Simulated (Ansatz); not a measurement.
CsCl (CsCl type), relaxed with HSE06 (Ansatz, a program for electronic structure, plane waves, PAW): a = 4.175 Å, b = 4.175 Å, c = 4.175 Å, α = 90.00°, β = 90.00°, γ = 90.00°.

gap (eV): 6.41
B₀ by P(V) fit (GPa): 15.5

Task: The same phase is relaxed and computed with PBE in the same code. What are the cell and these values now?

Result: a = b = c = 4.206 Å, α = β = γ = 90.00°.

gap (eV): 5.01
B₀ by P(V) fit (GPa): 14.4

All cells were relaxed under the symmetry of their starts (and spin orders); stability against distortions was not tested throughout. Spin–orbit coupling is left out wherever it is not named.

Potentials: the earlier of the program's two PAW sets. The files were generated under PBE; for other functionals the program regenerates the frozen cores, and for LDA and PBEsol the local potential too.

Ansatz is a plane-wave DFT program.
